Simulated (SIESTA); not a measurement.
The system is PbSe (Clausthalite).

```
CELL_PARAMETERS angstrom
0.00000 3.06065 3.06065
3.06065 0.00000 3.06065
3.06065 3.06065 0.00000
ATOMIC_POSITIONS crystal
Pb 0.00000 0.00000 0.00000
Se 0.50000 0.50000 0.50000
```

Base run:

| Item | Value |
| --- | --- |
| Program | SIESTA 5.4.2 |
| Functional | PW91 |
| Potentials or basis | PseudoDojo 0.4 standard (PBE files) |
| Basis | DZP (energy shift 0.002 Ry) |
| Grid cutoff | 500 Ry |
| Energy shift | 0.002 Ry |
| k mesh | 8 × 8 × 8 |
| Occupations | fermi-dirac, width 0.05 eV |
| Spin | no spin polarisation |

Its results: band gap on the k mesh 0.40 eV, direct; pressure 3.8 GPa.

Question: The run is repeated on the same cell with these changes: functional from PW91 to RPBE. What comes out?

Answer: Band gap on the k mesh 0.44 eV, direct; pressure 6.0 GPa.

RPBE binds less tightly than PW91, so the same cell stands under more pressure.

Caveats: semicore shells carry a single zeta, which can move pressures by several GPa and volumes by a few percent; the potentials were made for another functional, which shifts forces and pressure; spin-orbit coupling is left out, which as a rule narrows the gap of such compounds by several tenths of an eV; the basis of atomic orbitals isn't converged, which shifts pressures, moduli and gaps.

Not every run made on this cell is shown here.
